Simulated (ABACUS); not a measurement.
The system is Ir.

```
Ir
1.0
     0.00000    1.91560    1.91560
     1.91560    0.00000    1.91560
     1.91560    1.91560    0.00000
Ir
1
Direct
  0.00000 0.00000 0.00000
```

Base run:

```yaml
Program: ABACUS 3.10.1
Functional: PBE
Potentials_or_basis: PseudoDojo NC SR 0.4.1 PBE standard
Cutoff: 925 eV
Density_cutoff: 3701 eV
Basis: plane waves
k_mesh: 12 × 12 × 12
Occupations: fermi-dirac, width 0.05 eV
Spin: no spin polarisation
```

Its results: band gap on the k mesh none (metal or under the smearing width); pressure 10.4 GPa.

Question: The run is repeated on the same cell with these changes: cutoff from 925 eV to 1361 eV; density cutoff from 3701 eV to 5442 eV; basis from plane waves to DZP LCAO (the cutoffs set its grid). What comes out?

Answer: Band gap on the k mesh none (metal or under the smearing width); pressure 12.4 GPa.

Caveats: the atomic orbitals were generated for these runs and aren't a published set (some runs); the basis of atomic orbitals isn't converged, which shifts pressures, moduli and gaps (some runs).

Not every run made on this cell is shown here.
